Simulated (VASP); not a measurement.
# Cu (Fm-3m) in VASP: settings compared, part 2 of 2

VASP 6.6.1. The steps go on from the part before.

### 3 Equation of state, PBE, 11.34 Å³/atom (volume scaled by 0.96)

The input, INCAR:

```
  PREC = Accurate
  ENCUT = 520
  EDIFF = 1E-7
  ISMEAR = -1
  SIGMA = 0.05
  LREAL = False
  LASPH = True
  NELM = 60
  ALGO = Normal
  ISIF = 2
  LWAVE = False
  LCHARG = False
  GGA = PE
  NBANDS = 12
```

The input, KPOINTS:

```
Automatic mesh
0
Gamma
  13 13 13
```

The input, POSCAR:

```
Cu
1.0
    0.0000000000      1.7830713297      1.7830713297
    1.7830713297      0.0000000000      1.7830713297
    1.7830713297      1.7830713297      0.0000000000
Cu
1
Direct
    0.0000000000      0.0000000000      0.0000000000
```

Potentials or basis: VASP PAW PBE potentials, release 64 (Cu).

Run with:

```bash
$ cat potpaw_PBE.64/Cu/POTCAR > POTCAR
$ mpirun -np 1 vasp_std > vasp.out
```

Run time: 8.4 s. Hardware: 1 thread of Intel Xeon 6975P-C (Granite Rapids), shared host; peak memory 0.11 GiB.

It converged, with:

```yaml
Free_energy: -3.7122 eV
Pressure: 9.0 GPa
Band_gap_on_the_k_mesh: none (metal or under the smearing width)
```

### 4 Equation of state, PBE, 11.57 Å³/atom (volume scaled by 0.98)

The input, INCAR:

```
PREC     = Accurate       # precision mode
ENCUT    = 520            # plane-wave cutoff, eV
EDIFF    = 1E-7           # SCF threshold, eV
ISMEAR   = -1             # smearing method
SIGMA    = 0.05           # smearing width, eV
LREAL    = False          # projectors in reciprocal space
LASPH    = True           # aspherical terms in the spheres
NELM     = 100            # most SCF steps
ALGO     = Normal         # electronic algorithm
ISIF     = 2              # what is computed and relaxed
LWAVE    = False          # write WAVECAR
LCHARG   = False          # write CHGCAR
GGA      = PE             # functional
NBANDS   = 12             # bands
```

KPOINTS is that of step 3.

The input, POSCAR:

```
Cu
1.0
    0.0000000000      1.7953687620      1.7953687620
    1.7953687620      0.0000000000      1.7953687620
    1.7953687620      1.7953687620      0.0000000000
Cu
1
Direct
    0.0000000000      0.0000000000      0.0000000000
```

Run with:

```bash
$ cat potpaw_PBE.64/Cu/POTCAR > POTCAR
$ mpirun -np 1 vasp_std > vasp.out
```

It took 9.1 s on 1 thread of Intel Xeon 6975P-C (Granite Rapids), shared host; peak memory 0.11 GiB.

It converged, with:

```
Free energy            : -3.7228 eV
Pressure               : 5.4 GPa
Band gap on the k mesh : none (metal or under the smearing width)
```

### 5 Equation of state, PBE, 12.05 Å³/atom (volume scaled by 1.02)

The input, INCAR:

```
  PREC = Accurate
  ENCUT = 520
  EDIFF = 1E-7
  ISMEAR = -1
  SIGMA = 0.05
  LREAL = F
  LASPH = T
  NELM = 80
  ALGO = Normal
  ISIF = 2
  LWAVE = F
  LCHARG = F
  GGA = PE
  NBANDS = 12
```

The input, KPOINTS:

```
regular mesh
0
Gamma
  13 13 13
```

The input, POSCAR:

```
Cu
1.0
    0.0000000000      1.8194705475      1.8194705475
    1.8194705475      0.0000000000      1.8194705475
    1.8194705475      1.8194705475      0.0000000000
Cu
1
Direct
    0.0000000000      0.0000000000      0.0000000000
```

Run with:

```bash
$ cat potpaw_PBE.64/Cu/POTCAR > POTCAR
$ mpirun -np 1 vasp_std > vasp.out
```

It took 9.9 s on 1 thread of Intel Xeon 6975P-C (Granite Rapids), shared host; peak memory 0.11 GiB.

It converged, with:

* Free energy: -3.7297 eV
* Pressure: -0.6 GPa
* Band gap on the k mesh: none (metal or under the smearing width)

### 6 Equation of state, PBE, 12.28 Å³/atom (volume scaled by 1.04)

The input, INCAR:

```
ALGO     = Normal         # electronic algorithm
EDIFF    = 1E-7           # SCF threshold, eV
ENCUT    = 520            # plane-wave cutoff, eV
GGA      = PE             # functional
ISIF     = 2              # what is computed and relaxed
ISMEAR   = -1             # smearing method
LASPH    = True           # aspherical terms in the spheres
LCHARG   = False          # write CHGCAR
LREAL    = False          # projectors in reciprocal space
LWAVE    = False          # write WAVECAR
NBANDS   = 12             # bands
NELM     = 60             # most SCF steps
PREC     = Accurate       # precision mode
SIGMA    = 0.05           # smearing width, eV
```

The input, KPOINTS:

```
k-points
0
Gamma
  13 13 13
```

The input, POSCAR:

```
Cu
1.0
    0.0000000000      1.8312856224      1.8312856224
    1.8312856224      0.0000000000      1.8312856224
    1.8312856224      1.8312856224      0.0000000000
Cu
1
Direct
    0.0000000000      0.0000000000      0.0000000000
```

Potentials or basis: VASP PAW PBE potentials, release 64 (Cu).

Run with:

```bash
$ cat potpaw_PBE.64/Cu/POTCAR > POTCAR
$ mpirun -np 1 vasp_std > vasp.out
```

It took 7.1 s on 1 thread of Intel Xeon 6975P-C (Granite Rapids), shared host; peak memory 0.12 GiB.

The run converged. Its results:

```
Free energy            : -3.7270 eV
Pressure               : -3.2 GPa
Band gap on the k mesh : none (metal or under the smearing width)
```

### 7 Equation of state, PBE, 12.52 Å³/atom (volume scaled by 1.06)

The input, INCAR:

```
SYSTEM = Cu
PREC = Accurate
ENCUT = 520
EDIFF = 1E-7
ISMEAR = -1
SIGMA = 0.05
LREAL = .False.
LASPH = .True.
NELM = 80
ALGO = Normal
ISIF = 2
LWAVE = .False.
LCHARG = .False.
GGA = PE
NBANDS = 12
```

The input, KPOINTS:

```
regular mesh
0
Gamma
  13 13 13
  0 0 0
```

The input, POSCAR:

```
Cu
1.0
    0.0000000000      1.8429501765      1.8429501765
    1.8429501765      0.0000000000      1.8429501765
    1.8429501765      1.8429501765      0.0000000000
Cu
1
Direct
    0.0000000000      0.0000000000      0.0000000000
```

Run with:

```bash
$ cat potpaw_PBE.64/Cu/POTCAR > POTCAR
$ mpirun -np 1 vasp_std > vasp.out
```

Run time: 7.3 s. Hardware: 1 thread of Intel Xeon 6975P-C (Granite Rapids), shared host; peak memory 0.11 GiB.

The run converged. Its results:

* Free energy: -3.7208 eV
* Pressure: -5.4 GPa
* Band gap on the k mesh: none (metal or under the smearing width)

### 8 Equation of state, PBE

No new run: the results of the series are fitted here.

What came out:

```yaml
Equilibrium_volume: 12.00 Å³/atom
Bulk_modulus: 139 GPa
Pressure_derivative_of_the_bulk_modulus: 5.0
```

Energy against volume, from the lowest point:
| volume (Å³/atom) | energy (meV/atom) |
| --- | --- |
| 11.102 | 33.84 |
| 11.338 | 17.55 |
| 11.574 | 6.89 |
| 11.810 | 1.24 |
| 12.047 | 0.00 |
| 12.283 | 2.70 |
| 12.519 | 8.91 |

### 9 Equation of state, PBEsol, 11.10 Å³/atom (volume scaled by 0.94)

The input, INCAR:

```
ALGO = Normal
EDIFF = 1E-7
ENCUT = 520
GGA = PS
ISIF = 2
ISMEAR = -1
LASPH = True
LCHARG = False
LREAL = False
LWAVE = False
NBANDS = 12
NELM = 80
PREC = Accurate
SIGMA = 0.05
```

The input, KPOINTS:

```
k-points
0
Gamma
  13 13 13
```

The input, POSCAR:

```
Cu
1.0
    0.0000000000      1.7706018915      1.7706018915
    1.7706018915      0.0000000000      1.7706018915
    1.7706018915      1.7706018915      0.0000000000
Cu
1
Direct
    0.0000000000      0.0000000000      0.0000000000
```

Potentials or basis: VASP PAW PBE potentials, release 64 (Cu).

Run with:

```bash
$ cat potpaw_PBE.64/Cu/POTCAR > POTCAR
$ mpirun -np 1 vasp_std > vasp.out
```

It took 4.9 s on 1 thread of Intel Xeon 6975P-C (Granite Rapids), shared host; peak memory 0.13 GiB.

It converged, with:

- Free energy: -4.3078 eV
- Pressure: 4.0 GPa
- Band gap on the k mesh: none (metal or under the smearing width)

Caveat: the PAW data sets were made with another functional, which shifts forces and pressure a little.

### 10 Equation of state, PBEsol, 11.34 Å³/atom (volume scaled by 0.96)

INCAR is that of step 9.

KPOINTS is that of step 9.

The input, POSCAR:

```
Cu
1.0
    0.0000000000      1.7830713297      1.7830713297
    1.7830713297      0.0000000000      1.7830713297
    1.7830713297      1.7830713297      0.0000000000
Cu
1
Direct
    0.0000000000      0.0000000000      0.0000000000
```

Run with:

```bash
$ cat potpaw_PBE.64/Cu/POTCAR > POTCAR
$ mpirun -np 1 vasp_std > vasp.out
```

Wall time 4.9 s (1 thread of Intel Xeon 6975P-C (Granite Rapids), shared host); peak memory 0.13 GiB.

It converged, with:

```yaml
Free_energy: -4.3110 eV
Pressure: 0.2 GPa
Band_gap_on_the_k_mesh: none (metal or under the smearing width)
```

Caveat: the PAW data sets were made with another functional, which shifts forces and pressure a little.

### 11 Equation of state, PBEsol, 11.57 Å³/atom (volume scaled by 0.98)

INCAR is that of step 10.

KPOINTS is that of step 10.

The input, POSCAR:

```
Cu
1.0
    0.0000000000      1.7953687620      1.7953687620
    1.7953687620      0.0000000000      1.7953687620
    1.7953687620      1.7953687620      0.0000000000
Cu
1
Direct
    0.0000000000      0.0000000000      0.0000000000
```

Run with:

```bash
$ cat potpaw_PBE.64/Cu/POTCAR > POTCAR
$ mpirun -np 1 vasp_std > vasp.out
```

It took 5.1 s on 1 thread of Intel Xeon 6975P-C (Granite Rapids), shared host; peak memory 0.12 GiB.

Results (log left out):

```
Free energy            : -4.3090 eV
Pressure               : -3.0 GPa
Band gap on the k mesh : none (metal or under the smearing width)
```

Caveat: the PAW data sets were made with another functional, which shifts forces and pressure a little.

### 12 Equation of state, PBEsol, 12.05 Å³/atom (volume scaled by 1.02)

INCAR is that of step 11.

KPOINTS is that of step 11.

The input, POSCAR:

```
Cu
1.0
    0.0000000000      1.8194705475      1.8194705475
    1.8194705475      0.0000000000      1.8194705475
    1.8194705475      1.8194705475      0.0000000000
Cu
1
Direct
    0.0000000000      0.0000000000      0.0000000000
```

Potentials or basis: VASP PAW PBE potentials, release 64 (Cu).

Run with:

```bash
$ cat potpaw_PBE.64/Cu/POTCAR > POTCAR
$ mpirun -np 1 vasp_std > vasp.out
```

It took 5 s on 1 thread of Intel Xeon 6975P-C (Granite Rapids), shared host; peak memory 0.12 GiB.

The run converged. Its results:

* Free energy: -4.2921 eV
* Pressure: -8.4 GPa
* Band gap on the k mesh: none (metal or under the smearing width)

Caveat: the PAW data sets were made with another functional, which shifts forces and pressure a little.

### 13 Equation of state, PBEsol, 12.28 Å³/atom (volume scaled by 1.04)

INCAR is that of step 12.

KPOINTS is that of step 12.

The input, POSCAR:

```
Cu
1.0
    0.0000000000      1.8312856224      1.8312856224
    1.8312856224      0.0000000000      1.8312856224
    1.8312856224      1.8312856224      0.0000000000
Cu
1
Direct
    0.0000000000      0.0000000000      0.0000000000
```

Run with:

```bash
$ cat potpaw_PBE.64/Cu/POTCAR > POTCAR
$ mpirun -np 1 vasp_std > vasp.out
```

Wall time 5 s (1 thread of Intel Xeon 6975P-C (Granite Rapids), shared host); peak memory 0.13 GiB.

Results (log left out):

- Free energy: -4.2781 eV
- Pressure: -10.7 GPa
- Band gap on the k mesh: none (metal or under the smearing width)

Caveat: the PAW data sets were made with another functional, which shifts forces and pressure a little.

### 14 Equation of state, PBEsol, 12.52 Å³/atom (volume scaled by 1.06)

INCAR is that of step 13.

KPOINTS is that of step 13.

The input, POSCAR:

```
Cu
1.0
    0.0000000000      1.8429501765      1.8429501765
    1.8429501765      0.0000000000      1.8429501765
    1.8429501765      1.8429501765      0.0000000000
Cu
1
Direct
    0.0000000000      0.0000000000      0.0000000000
```

Run with:

```bash
$ cat potpaw_PBE.64/Cu/POTCAR > POTCAR
$ mpirun -np 1 vasp_std > vasp.out
```

Run time: 5.1 s. Hardware: 1 thread of Intel Xeon 6975P-C (Granite Rapids), shared host; peak memory 0.12 GiB.

Results (log left out):

| Property | Result |
| --- | --- |
| Free energy | -4.2610 eV |
| Pressure | -12.7 GPa |
| Band gap on the k mesh | none (metal or under the smearing width) |

Caveat: the PAW data sets were made with another functional, which shifts forces and pressure a little.

### 15 Equation of state, PBEsol

Potentials or basis: VASP PAW PBE potentials, release 64 (Cu).

No new run: the results of the series are fitted here.

Results:

| Property | Result |
| --- | --- |
| Equilibrium volume | 11.36 Å³/atom |
| Bulk modulus | 165 GPa |
| Pressure derivative of the bulk modulus | 5.0 |

Energy against volume, from the lowest point:
| volume (Å³/atom) | energy (meV/atom) |
| --- | --- |
| 11.102 | 3.20 |
| 11.338 | 0.00 |
| 11.574 | 1.94 |
| 11.810 | 8.42 |
| 12.047 | 18.89 |
| 12.283 | 32.88 |
| 12.519 | 49.99 |

Caveat: the PAW data sets were made with another functional, which shifts forces and pressure a little.
